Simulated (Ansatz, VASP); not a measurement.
One calculation of BP, two programs

```
B P
1.0
     0.00000    2.18731    2.18731
     2.18731    0.00000    2.18731
     2.18731    2.18731    0.00000
B P
1 1
Direct
  0.00000 0.00000 0.00000
  0.25000 0.25000 0.25000
```

Alike in both runs: functional PBEsol; k mesh 10 × 10 × 10; occupations gaussian, width 0.02 eV; no spin polarisation.

Ansatz relaxed the structure, and its values are those at the end. VASP's run is a single point on that final structure, the one shown.

|  | VASP | Ansatz |
| --- | --- | --- |
| version | VASP 6.6.1 | Ansatz 0.2.0 |
| potentials or method | VASP PAW PBE potentials, release 64 (B, P) | scalar-relativistic, plane waves, PAW |
| plane-wave cutoff (eV) | 520 | 420 |
| valence electrons in the cell | 8 | 8 |

Ansatz gave:

| Item | Value |
| --- | --- |
| gap on the k mesh at the Fermi level (eV) | 0.99 |
| least direct gap on the mesh (eV) | 3.55 |
| pressure (GPa) | 20.0 |

What did VASP give for the same quantities?

gap on the k mesh at the Fermi level (eV): 0.98; least direct gap on the mesh (eV): 3.55; pressure (GPa): 20.1.

Caveats: so large a pressure means that the cell lies far from this level's equilibrium, or that cutoff or potentials fall short (VASP); the potentials were made for another functional, which shifts forces and pressure (VASP). A k mesh can miss the band edges. Expect the measured gap to be larger: semilocal functionals such as PBEsol lack the derivative discontinuity.
